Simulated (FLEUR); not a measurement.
# BN (P6_3/mmc) in FLEUR: notebook

One crystal, BN, is run at these levels: SCAN, r2SCAN, RPBE; tasks: band structure.

All numbers are computed with FLEUR MaX-R8.1 (later development tree); they aren't measurements. Logs are shortened: lines on timing, memory, paths and dates and some standing lists are left out, and cuts for length are marked.

### Step 1. The structure

The structure is hexagonal, space group P6_3/mmc (No. 194). The conventional cell has a = 2.498 Å, b = 2.498 Å, c = 6.636 Å, α = 90.00°, β = 90.00°, γ = 120.00°. N (site symmetry -6m2) has 3 B at 1.44 Å as nearest neighbours. Around B (site symmetry -6m2) lie 3 N at 1.44 Å.

### Step 2. Band structure, SCAN

Contents of inp.xml:

```xml
<?xml version="1.0" encoding="UTF-8" standalone="no"?>
<fleurInput fleurInputVersion="0.39">
   <comment>
      BN                                                                                                  
   </comment>
   <calculationSetup>
      <cutoffs Kmax="5.71" Gmax="17.7" GmaxXC="17.7" numbands="0"/>
      <scfLoop itmax="60" minDistance="0.00001" maxIterBroyd="15" imix="Anderson" alpha="0.05" precondParam="0.0" spinf="2.0" sdNocoIR="T"/>
      <coreElectrons ctail="F" frcor="F" kcrel="0" coretail_lmax="0"/>
      <xcFunctional name="LibXC" relativisticCorrections="F">
         <LibXCName exchange="mgga_x_scan" correlation="mgga_c_scan"/>
         <AuxGGA exchange="117" correlation="130"/>
      </xcFunctional>
      <magnetism jspins="1"/>
      <soc l_soc="F" theta="0.0" phi="0.0" spav="F"/>
      <expertModes spex="0" secvar="F"/>
      <geometryOptimization l_f="F" forcealpha="1.0" forcemix="BFGS" epsdisp="0.00001" epsforce="0.00001"/>
      <ldaU l_linMix="F" mixParam="0.05" spinf="1.0"/>
   </calculationSetup>
   <cell>
      <bzIntegration valenceElectrons="16.0" mode="hist" fermiSmearingEnergy="0.00183747">
         <kPointListSelection listName="default-1"/>
[... 35 lines left out ...]
            <stateOccupation state="(2p3/2)" spinUp="0.333333" spinDown="0.333333"/>
         </electronConfig>
         <energyParameters s="2" p="2" d="3" f="4"/>
         <lo type="SCLO" l="0" n="2" eDeriv="2"/>
         <lo type="SCLO" l="1" n="2" eDeriv="2"/>
         <lo type="SCLO" l="2" n="3" eDeriv="2"/>
      </species>
   </atomSpecies>
   <atomGroups>
      <atomGroup species="Nitrogen (N)">
         <relPos label="                   1">-1.000/3.000 1.000/3.000 1.000/4.000</relPos>
         <relPos label="                   2">1.000/3.000 -1.000/3.000 -1.000/4.000</relPos>
         <force calculate="T" relaxXYZ="TTT"/>
      </atomGroup>
      <atomGroup species="Boron (B)">
         <relPos label="                   3">-1.000/3.000 1.000/3.000 -1.000/4.000</relPos>
         <relPos label="                   4">1.000/3.000 -1.000/3.000 1.000/4.000</relPos>
         <force calculate="T" relaxXYZ="TTT"/>
      </atomGroup>
   </atomGroups>
   <output dos="F" band="F" slice="F">
      <checks vchk="F" cdinf="F"/>
      <bandDOS minEnergy="-.5*Htr" maxEnergy="0.5*Htr" sigma="0.015" storeEVData="T"/>
      <vacuumDOS vacdos="F" integ="F" star="F" nstars="0" locx1="0.0" locy1="0.0" locx2="0.0" locy2="0.0" nstm="0" tworkf="0.0"/>
      <unfoldingBand unfoldBand="F" supercellX="1" supercellY="1" supercellZ="1"/>
      <plotting iplot="0" polar="F">
         <plot TwoD="T" vec1="  1.0  0.0  0.0" vec2="  0.0  1.0  0.0" vec3="  0.0  0.0  1.0" zero="  0.0  0.0  0.0" file="plot"/>
      </plotting>
      <chargeDensitySlicing numkpt="0" minEigenval="0.0" maxEigenval="0.0" nnne="0" pallst="F"/>
      <specialOutput eonly="F"/>
      <moessbauerParams electricFieldGradient="T" isomerShift="T" coreHyperfine="T" valenceHyperfine="T"/>
      <magneticCircularDichroism mcd="F" energyLo="-10.0" energyUp="0.0"/>
   </output>
  <!-- We include the file relax.xml here to enable relaxations (see documentation) -->
  <xi:include xmlns:xi="http://www.w3.org/2001/XInclude" href="relax.xml"> <xi:fallback/> </xi:include>
</fleurInput>
```

Contents of crystal.txt:

```
BN
&input cartesian=F /
2.4982400000  0.0000000000  0.0000000000
-1.2491200000  2.1635393048  0.0000000000
0.0000000000  0.0000000000  6.6357000000
1.8897261246
1.0 1.0 1.0

4
7 0.6666666667  0.3333333333  0.2500000000
7 0.3333333333  0.6666666667  0.7500000000
5 0.6666666667  0.3333333333  0.7500000000
5 0.3333333333  0.6666666667  0.2500000000

&kpt div1=12 div2=12 div3=4 gamma=T /
```

Contents of inp.xml (bands):

```
<?xml version="1.0" encoding="UTF-8" standalone="no"?>
<fleurInput fleurInputVersion="0.39">
   <comment>
      BN                                                                                                  
   </comment>
   <calculationSetup>
      <cutoffs Kmax="5.71" Gmax="17.7" GmaxXC="17.7" numbands="0"/>
      <scfLoop itmax="60" minDistance="0.00001" maxIterBroyd="15" imix="Anderson" alpha="0.05" precondParam="0.0" spinf="2.0" sdNocoIR="T"/>
      <coreElectrons ctail="F" frcor="F" kcrel="0" coretail_lmax="0"/>
      <xcFunctional name="LibXC" relativisticCorrections="F">
         <LibXCName exchange="mgga_x_scan" correlation="mgga_c_scan"/>
         <AuxGGA exchange="117" correlation="130"/>
      </xcFunctional>
      <magnetism jspins="1"/>
      <soc l_soc="F" theta="0.0" phi="0.0" spav="F"/>
      <expertModes spex="0" secvar="F"/>
      <geometryOptimization l_f="F" forcealpha="1.0" forcemix="BFGS" epsdisp="0.00001" epsforce="0.00001"/>
      <ldaU l_linMix="F" mixParam="0.05" spinf="1.0"/>
   </calculationSetup>
   <cell>
      <bzIntegration valenceElectrons="16.0" mode="hist" fermiSmearingEnergy="0.00183747">
         <kPointListSelection listName="path-1"/>
[... 35 lines left out ...]
            <stateOccupation state="(2p3/2)" spinUp="0.333333" spinDown="0.333333"/>
         </electronConfig>
         <energyParameters s="2" p="2" d="3" f="4"/>
         <lo type="SCLO" l="0" n="2" eDeriv="2"/>
         <lo type="SCLO" l="1" n="2" eDeriv="2"/>
         <lo type="SCLO" l="2" n="3" eDeriv="2"/>
      </species>
   </atomSpecies>
   <atomGroups>
      <atomGroup species="Nitrogen (N)">
         <relPos label="                   1">-1.000/3.000 1.000/3.000 1.000/4.000</relPos>
         <relPos label="                   2">1.000/3.000 -1.000/3.000 -1.000/4.000</relPos>
         <force calculate="T" relaxXYZ="TTT"/>
      </atomGroup>
      <atomGroup species="Boron (B)">
         <relPos label="                   3">-1.000/3.000 1.000/3.000 -1.000/4.000</relPos>
         <relPos label="                   4">1.000/3.000 -1.000/3.000 1.000/4.000</relPos>
         <force calculate="T" relaxXYZ="TTT"/>
      </atomGroup>
   </atomGroups>
   <output dos="F" band="T" slice="F">
      <checks vchk="F" cdinf="F"/>
      <bandDOS minEnergy="-.5*Htr" maxEnergy="0.5*Htr" sigma="0.015" storeEVData="T"/>
      <vacuumDOS vacdos="F" integ="F" star="F" nstars="0" locx1="0.0" locy1="0.0" locx2="0.0" locy2="0.0" nstm="0" tworkf="0.0"/>
      <unfoldingBand unfoldBand="F" supercellX="1" supercellY="1" supercellZ="1"/>
      <plotting iplot="0" polar="F">
         <plot TwoD="T" vec1="  1.0  0.0  0.0" vec2="  0.0  1.0  0.0" vec3="  0.0  0.0  1.0" zero="  0.0  0.0  0.0" file="plot"/>
      </plotting>
      <chargeDensitySlicing numkpt="0" minEigenval="0.0" maxEigenval="0.0" nnne="0" pallst="F"/>
      <specialOutput eonly="F"/>
      <moessbauerParams electricFieldGradient="T" isomerShift="T" coreHyperfine="T" valenceHyperfine="T"/>
      <magneticCircularDichroism mcd="F" energyLo="-10.0" energyUp="0.0"/>
   </output>
  <!-- We include the file relax.xml here to enable relaxations (see documentation) -->
  <xi:include xmlns:xi="http://www.w3.org/2001/XInclude" href="relax.xml"> <xi:fallback/> </xi:include>
</fleurInput>
```

Potentials or basis: all-electron, FLAPW.

The run is started by

```sh
$ inpgen -f crystal.txt -profile fastHighL
$ # inp.xml edited to the form shown
$ fleur_MPI
$ fleur_MPI   # second run, on inp.xml (bands)
```

Log:

```text
Welcome to FLEUR        (www.flapw.de)
      MaX-Release 8.1          (www.max-centre.eu)
 func_ids         267         263         267         263
 MetaGGA potential functional detected - V_tau will be computed
 Auxiliary Potential for radial basis: exchange=         117  correlation=         130
The functional 'SCAN exchange of Sun, Ruzsinszky, and Perdew' is an exchange functional, it belongs to the 'MGGA' family and is defined in the reference(s):
[1] J. Sun, A. Ruzsinszky, and J. P. Perdew.,  Phys. Rev. Lett. 115, 036402 (2015)
The functional 'SCAN correlation of Sun, Ruzsinszky, and Perdew' is a correlation functional, it belongs to the 'MGGA' family and is defined in the reference(s):
[1] J. Sun, A. Ruzsinszky, and J. P. Perdew.,  Phys. Rev. Lett. 115, 036402 (2015)
 Using same functional for VXC and EXC

 ========== k-point set info ==========
 Selected k-point list: default-1
 k-point list type: mesh
 12 x 12 x 4
 Number of k points: 57

 ------------Calculation Setup---------------------------
 Number of MPI-tasks      :            1
 Number of PE/node        :            1
 Number of OMP-threads    :            1
 Most efficient MPI parallelization for:
           1           3          19          57
 Additional eigenvalue parallelization possible
 Number of basis functions:          850
 Approximate size of matrices (H+S) per k-point:         0.011 GB
 --------------------------------------------------------
The functional 'Hammer, Hansen, and Norskov' is an exchange functional, it belongs to the 'GGA' family and is defined in the reference(s):
[1] B. Hammer, L. B. Hansen, and J. K. Nørskov.,  Phys. Rev. B 59, 7413 (1999)
The functional 'Perdew, Burke & Ernzerhof' is a correlation functional, it belongs to the 'GGA' family and is defined in the reference(s):
[1] J. P. Perdew, K. Burke, and M. Ernzerhof.,  Phys. Rev. Lett. 77, 3865 (1996)
[2] J. P. Perdew, K. Burke, and M. Ernzerhof.,  Phys. Rev. Lett. 78, 1396 (1997)
 Using same functional for VXC and EXC
 Using auxiliary GGA potential for the first iteration of MetaGGA calculation.
Nuclear radius smaller than smallest radial mesh point for atom type 2 -- skipping its core isomer shift
Nuclear radius smaller than smallest radial mesh point for atom type 2 -- skipping its isomer shift
 Reset of history
 Reset of history
 Iteration:     1   Distance:      27.44456990 me/bohr^3
The functional 'Hammer, Hansen, and Norskov' is an exchange functional, it belongs to the 'GGA' family and is defined in the reference(s):
[1] B. Hammer, L. B. Hansen, and J. K. Nørskov.,  Phys. Rev. B 59, 7413 (1999)
The functional 'Perdew, Burke & Ernzerhof' is a correlation functional, it belongs to the 'GGA' family and is defined in the reference(s):
[1] J. P. Perdew, K. Burke, and M. Ernzerhof.,  Phys. Rev. Lett. 77, 3865 (1996)
[2] J. P. Perdew, K. Burke, and M. Ernzerhof.,  Phys. Rev. Lett. 78, 1396 (1997)
 Using same functional for VXC and EXC
Nuclear radius smaller than smallest radial mesh point for atom type 2 -- skipping its core isomer shift
Nuclear radius smaller than smallest radial mesh point for atom type 2 -- skipping its isomer shift
 Iteration:     2   Distance:      24.60286662 me/bohr^3
The functional 'Hammer, Hansen, and Norskov' is an exchange functional, it belongs to the 'GGA' family and is defined in the reference(s):
[1] B. Hammer, L. B. Hansen, and J. K. Nørskov.,  Phys. Rev. B 59, 7413 (1999)
The functional 'Perdew, Burke & Ernzerhof' is a correlation functional, it belongs to the 'GGA' family and is defined in the reference(s):
[1] J. P. Perdew, K. Burke, and M. Ernzerhof.,  Phys. Rev. Lett. 77, 3865 (1996)
[2] J. P. Perdew, K. Burke, and M. Ernzerhof.,  Phys. Rev. Lett. 78, 1396 (1997)
 Using same functional for VXC and EXC
Nuclear radius smaller than smallest radial mesh point for atom type 2 -- skipping its core isomer shift
Nuclear radius smaller than smallest radial mesh point for atom type 2 -- skipping its isomer shift
 Iteration:     3   Distance:      22.26868416 me/bohr^3
The functional 'Hammer, Hansen, and Norskov' is an exchange functional, it belongs to the 'GGA' family and is defined in the reference(s):
[1] B. Hammer, L. B. Hansen, and J. K. Nørskov.,  Phys. Rev. B 59, 7413 (1999)
The functional 'Perdew, Burke & Ernzerhof' is a correlation functional, it belongs to the 'GGA' family and is defined in the reference(s):
[1] J. P. Perdew, K. Burke, and M. Ernzerhof.,  Phys. Rev. Lett. 77, 3865 (1996)
[2] J. P. Perdew, K. Burke, and M. Ernzerhof.,  Phys. Rev. Lett. 78, 1396 (1997)
 Using same functional for VXC and EXC
Nuclear radius smaller than smallest radial mesh point for atom type 2 -- skipping its core isomer shift
Nuclear radius smaller than smallest radial mesh point for atom type 2 -- skipping its isomer shift
 Iteration:     4   Distance:       8.77339178 me/bohr^3
The functional 'Hammer, Hansen, and Norskov' is an exchange functional, it belongs to the 'GGA' family and is defined in the reference(s):
[1] B. Hammer, L. B. Hansen, and J. K. Nørskov.,  Phys. Rev. B 59, 7413 (1999)
[... 110 lines left out ...]
[2] J. P. Perdew, K. Burke, and M. Ernzerhof.,  Phys. Rev. Lett. 78, 1396 (1997)
 Using same functional for VXC and EXC
Nuclear radius smaller than smallest radial mesh point for atom type 2 -- skipping its core isomer shift
Nuclear radius smaller than smallest radial mesh point for atom type 2 -- skipping its isomer shift
 Iteration:    17   Distance:       0.00005252 me/bohr^3
The functional 'Hammer, Hansen, and Norskov' is an exchange functional, it belongs to the 'GGA' family and is defined in the reference(s):
[1] B. Hammer, L. B. Hansen, and J. K. Nørskov.,  Phys. Rev. B 59, 7413 (1999)
The functional 'Perdew, Burke & Ernzerhof' is a correlation functional, it belongs to the 'GGA' family and is defined in the reference(s):
[1] J. P. Perdew, K. Burke, and M. Ernzerhof.,  Phys. Rev. Lett. 77, 3865 (1996)
[2] J. P. Perdew, K. Burke, and M. Ernzerhof.,  Phys. Rev. Lett. 78, 1396 (1997)
 Using same functional for VXC and EXC
Nuclear radius smaller than smallest radial mesh point for atom type 2 -- skipping its core isomer shift
Nuclear radius smaller than smallest radial mesh point for atom type 2 -- skipping its isomer shift
 Iteration:    18   Distance:       0.00001798 me/bohr^3
The functional 'Hammer, Hansen, and Norskov' is an exchange functional, it belongs to the 'GGA' family and is defined in the reference(s):
[1] B. Hammer, L. B. Hansen, and J. K. Nørskov.,  Phys. Rev. B 59, 7413 (1999)
The functional 'Perdew, Burke & Ernzerhof' is a correlation functional, it belongs to the 'GGA' family and is defined in the reference(s):
[1] J. P. Perdew, K. Burke, and M. Ernzerhof.,  Phys. Rev. Lett. 77, 3865 (1996)
[2] J. P. Perdew, K. Burke, and M. Ernzerhof.,  Phys. Rev. Lett. 78, 1396 (1997)
 Using same functional for VXC and EXC
Nuclear radius smaller than smallest radial mesh point for atom type 2 -- skipping its core isomer shift
Nuclear radius smaller than smallest radial mesh point for atom type 2 -- skipping its isomer shift
 Iteration:    19   Distance:       0.00000418 me/bohr^3

 ********************************************************************
 Run finished successfully
 Stop message:
   all done
 ********************************************************************
```

Run time: 5.6 min. Hardware: 1 thread of Arm Neoverse V1, shared host; peak memory 0.08 GiB.

Results:

```yaml
Free_energy: -4341.6906 eV
Band_gap_on_the_k_mesh: 4.73 eV, indirect (least direct gap 5.18 eV)
Band_gap_along_the_path: 4.68 eV, indirect (least direct gap 5.18 eV)
Valence_electrons_inside_the_program's_atomic_spheres: N 2.96; B 0.91 (radii N 1.26, B 1.26 bohr)
```

Levels at the corners of the path, in eV from the valence-band top:
| point | band 5 | band 6 | band 7 | band 8 | band 9 | band 10 | band 11 | band 12 |
| --- | --- | --- | --- | --- | --- | --- | --- | --- |
| Γ | -1.42 | -1.42 | -1.38 | -1.38 | 5.51 | 10.99 | 12.31 | 12.31 |
| M | -4.37 | -4.31 | -1.52 | -0.49 | 4.68 | 6.16 | 10.13 | 10.61 |
| K | -7.58 | -7.58 | -0.12 | -0.12 | 5.36 | 5.36 | 11.16 | 13.95 |
| Γ | -1.42 | -1.42 | -1.38 | -1.38 | 5.51 | 10.99 | 12.31 | 12.31 |
| A | -1.40 | -1.40 | -1.40 | -1.40 | 8.02 | 8.02 | 12.37 | 12.37 |
| L | -4.34 | -4.34 | -0.99 | -0.99 | 5.17 | 5.17 | 10.57 | 10.57 |
| H | -7.59 | -7.59 | -0.04 | -0.04 | 5.13 | 5.13 | 12.44 | 12.44 |
| A | -1.40 | -1.40 | -1.40 | -1.40 | 8.02 | 8.02 | 12.37 | 12.37 |
| L | -4.34 | -4.34 | -0.99 | -0.99 | 5.17 | 5.17 | 10.57 | 10.57 |
| M | -4.37 | -4.31 | -1.52 | -0.49 | 4.68 | 6.16 | 10.13 | 10.61 |
| K | -7.58 | -7.58 | -0.12 | -0.12 | 5.36 | 5.36 | 11.16 | 13.95 |
| H | -7.59 | -7.59 | -0.04 | -0.04 | 5.13 | 5.13 | 12.44 | 12.44 |

Core levels (eV from the Fermi level):
```csv
atom,levels
1 N,1s1/2 -374.4
2 N,1s1/2 -374.4
3 B,1s1/2 -172.0
4 B,1s1/2 -172.0
```

Caveat: the meta-GGA is that of a development version, with a GGA for the radial functions and cores and without core tails.

(Continued in part 2 of 2.)
